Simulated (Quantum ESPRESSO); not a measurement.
The system is MnO.

```
Mn O
1.0
     0.00000    2.19197    2.19197
     2.19197    0.00000    2.19197
     2.19197    2.19197    0.00000
Mn O
1 1
Direct
  0.00000 0.00000 0.00000
  0.50000 0.50000 0.50000
```

The cell isn't the ideal one: volume scaled by 0.96.

| Quantity | Value |
| --- | --- |
| Program | Quantum ESPRESSO 7.5 |
| Task | phonons |
| Functional | LDA |
| Potentials or basis | JTH 2.0 LDA |
| Cutoff | 735 eV |
| Density cutoff | 4408 eV |
| k mesh | 4 × 4 × 4, shifted |
| Occupations | fermi-dirac, width 0.05 eV |
| Spin | collinear spin, ferromagnetic start |
| Starting moments | [4.0, 0.0] μB |
| Form of the LDA correlation | PW92 |
| Most SCF iterations | 120 |
| SCF threshold | 4e-10 Ry |
| Startingwfc | atomic |
| Mixing beta | 0.05 |

Problem. Which optical modes does the crystal have at the zone centre, and which show in infrared and Raman spectra?

Solution. The optical modes are T1u. Infrared active: T1u. None is Raman active.

Optical modes at Γ, degenerate ones joined:
```csv
cm⁻¹,components,symmetry,active in
295,3,T1u,IR
```

Caveat: the k mesh is coarse (spacing up to 0.62 Å⁻¹), so the values aren't converged; the mesh is thin for the phonons of a metal; the cell is more than 3 GPa from zero pressure, which shifts response properties; a cell with one magnetic atom can't hold antiferromagnetic order, which such compounds often take.
